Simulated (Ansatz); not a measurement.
Sr under changes of volume

One of the cells (56.319 Å³/atom); the others are scaled copies at fixed shape and fractional positions:

```
Sr
1.0
     0.00000    3.04235    3.04235
     3.04235    0.00000    3.04235
     3.04235    3.04235    0.00000
Sr
1
Direct
  0.00000 0.00000 0.00000
```

```yaml
Program: Ansatz 0.2.0
Functional: PBE0
Potentials_or_basis: Ansatz PAW
Cutoff: "420 eV (not typed: the program's choice for these potentials)"
k_mesh: 4 × 4 × 4
Occupations: fermi-dirac, width 0.05 eV
Spin: no spin polarisation
```

| volume (Å³/atom) | energy over the lowest point (meV/atom) | pressure (GPa) |
| --- | --- | --- |
| 52.940 | 20.24 | 1.4 |
| 54.067 | 11.66 | 1.0 |
| 55.193 | 5.57 | 0.7 |
| 56.319 | 1.75 | 0.4 |
| 57.446 | 0.00 | 0.1 |
| 58.572 | ? | ? |
| 59.698 | 2.03 | -0.4 |

Problem. What does the run at 58.572 Å³/atom give?

Solution. Energy over the lowest point 0.16 meV/atom; pressure -0.1 GPa.

Worked out: A Birch-Murnaghan fit of order 3 (a polynomial in V^(-2/3)) to the other rows has its minimum at 57.91 Å³/atom with B0 = V·E''(V) = 13.4 GPa and B' = 3.6. It gives 0.15 meV/atom at 58.572 Å³/atom, against the run's 0.16, and -dE/dV = -0.1 GPa, against -0.1.

Energies are extrapolated to zero smearing.

Caveats: all runs use coarse meshes; the PAW data sets come from PBE, with cores solved anew for the run's functional, which leaves a small shift of forces and pressure; the thresholds are loose for stress.
